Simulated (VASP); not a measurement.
**MnO in VASP: convergence with SIGMA**

Input of the first run (SIGMA 0.3 eV); the others differ in this setting and in those tied to it:

The input INCAR:

```
  PREC = Accurate
  ENCUT = 400
  EDIFF = 1E-6
  ISMEAR = 1
  SIGMA = 0.3
  LREAL = False
  LASPH = True
  NELM = 100
  ALGO = Normal
  ISIF = 2
  LWAVE = False
  LCHARG = False
  ISPIN = 2
  MAGMOM = 4 4 0 0
  LORBIT = 11
  LMAXMIX = 4
  METAGGA = R2SCAN
  LMIXTAU = True
  NBANDS = 31
```

The input KPOINTS:

```
Automatic mesh
0
Gamma
  9 9 5
```

File POSCAR:

```
MnO
1.0
    3.3717000000      0.0000000000      0.0000000000
   -1.6858500000      2.9199778539      0.0000000000
    0.0000000000      0.0000000000      5.3855000000
Mn O
2 2
Direct
    0.6666666667      0.3333333333      0.5109600000
    0.3333333333      0.6666666667      0.0109600000
    0.6666666667      0.3333333333      0.8754700000
    0.3333333333      0.6666666667      0.3754700000
```

Potentials or basis: VASP PAW PBE potentials, release 64 (Mn_pv, O_s).

Launch:

```sh
$ cat potpaw_PBE.64/Mn_pv/POTCAR potpaw_PBE.64/O_s/POTCAR > POTCAR
$ mpirun -np 1 vasp_std > vasp.out
```

Measurements of this composition are mostly on another form, of space group No. 225.

Hardware: 1 thread of Intel(R) Xeon(R) 6975P-C (Granite Rapids) (shared host).

```tsv
SIGMA	energy less the tightest run, at zero smearing (meV/atom)	largest force (eV/Å)	SCF cycles	CPU time (s)	peak memory (GiB)
0.3 eV	0.07	0.762	16	96	0.21
0.2 eV	0.03	0.758	17	100	0.21
0.15 eV	0.02	0.756	17	99	0.21
0.1 eV	0.00	0.755	17	99	0.21
0.05 eV	0.00	0.755	17	98	0.21
0.02 eV	0.00	0.755	17	100	0.21
0.01 eV	0.00	0.755	17	98	0.21
```

Against the tightest run, the energy stays within 1 meV/atom from 0.3 eV on; the largest force stays within 0.005 eV/Å from 0.2 eV on. The tightest run that finished is the yardstick and may itself not be fully converged.

Caveat, for the tightest run too: the PAW data sets were made with another functional, which shifts forces and pressure a little; only a ferromagnetic start was run, and an antiferromagnetic order may lie lower in energy.
